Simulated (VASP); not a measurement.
A run of VASP 6.6.1 is set up as follows.

INCAR

```
SYSTEM = CdSe
PREC = Accurate
ENCUT = 520
EDIFF = 1E-8
ISMEAR = 0
SIGMA = 0.03
LREAL = .False.
LASPH = .True.
NELM = 80
ALGO = Fast
ISIF = 2
LWAVE = .False.
LCHARG = .False.
GGA = PE
LEPSILON = .True.
KPAR = 2
```

KPOINTS

```
regular mesh
0
Gamma
  12 12 6
  0 0 0
```

Contents of POSCAR:

```
CdSe                                    
1.0
    4.3096852295      0.0000000000      0.0000000000
   -2.1548426148      3.7322968911      0.0000000000
    0.0000000000      0.0000000000      7.0351851828
  Cd              Se            
     2     2
Direct
     0.3333333332999970    0.6666666667000030    0.0046653508420675
     0.6666666667000030    0.3333333332999970    0.5046653508420675
     0.3333333332999970    0.6666666667000030    0.3803346491579305
     0.6666666667000030    0.3333333332999970    0.8803346491579305
```

Potentials or basis: VASP PAW PBE potentials, release 64 (Cd, Se).

Command:

```sh
$ cat potpaw_PBE.64/Cd/POTCAR potpaw_PBE.64/Se/POTCAR > POTCAR
$ mpirun -np 2 vasp_std > vasp.out
```

(1) Predict the electronic dielectric tensor (diagonal).

(2) Estimate the Born charges (mean of the diagonal).

(3) Estimate the band gap on the k mesh.

## Answers

(1) 8.02, 8.02, 8.08.

(2) Cd +2.22; Se -2.22 e.

(3) 0.65 eV, direct.

Caveat: the gap is small at this level, which inflates the dielectric constant.

**Experimental background.**

A printed reference work, data compilation reports, for a bulk crystal of CdSe at 2 K: band gap 1.841 eV.

A measured gap of CdSe is 1.841 eV (2 K; a printed reference work, data compilation); the calculated 0.65 eV misses it by -1.19 eV. So large a miss can be the level of theory's own, or it may mean another phase, state or a wrong row. Spin-orbit coupling on Cd, Se is left out. The value is that of PBE, without temperature or zero-point motion. Semilocal functionals fall short of measured gaps as a rule.
